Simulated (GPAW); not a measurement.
Runs of GPAW 26.7.0 on TiAl3. The structure is orthorhombic, space group Pmm2 (No. 25). The conventional cell has a = 2.840 Å, b = 4.681 Å, c = 4.901 Å, α = 90.00°, β = 90.00°, γ = 90.00°. Ti (site symmetry mm2) has 10 Al at 2.83 to 2.85 Å and 2 Ti at 2.84 Å as nearest neighbours. Al (site symmetry mm2) has 10 Al at 2.81 to 2.86 Å and 2 Ti at 2.85 Å as nearest neighbours. Al (site symmetry mm2) is surrounded by 8 Al at 2.81 to 2.86 Å and 4 Ti at 2.85 Å. Al (site symmetry mm2) has 4 Ti at 2.83 to 2.84 Å and 8 Al at 2.84 to 2.86 Å as nearest neighbours. The cell comes from a database or a generator and needn't be the stable form of this composition.

```tsv
level	gap on the mesh (eV)	pressure (GPa)	relaxed volume (Å³/atom)	largest force (eV/Å)
PBEsol+D4	none	0.1	15.60	0.02
PBEsol+D3(BJ)	none	0.1	15.27	0.02
PBEsol	none	0.1	15.87	0.02
PBEsol+D3	none	0.1	(b)	0.02
PBEsol+D3(BJ)+ATM	none	0.1	(a)	0.02
```

Alike in all rows: task relaxation of cell and atoms; potentials or basis PAW data sets generated in the run's folder for this functional, pw; no spin polarisation; cell relaxed; k mesh 7 × 4 × 4; cutoff (eV) 600; smearing fermi-dirac 0.05 eV.

Question: Estimate the missing entries.

Answer: (a) 15.35; (b) 15.47.

Caveats: later steps reuse the first step's grids; pairwise dispersion overbinds metals, which lowers pressure and volume (some runs).

A gap of «none» marks a metal or a gap under the smearing width.
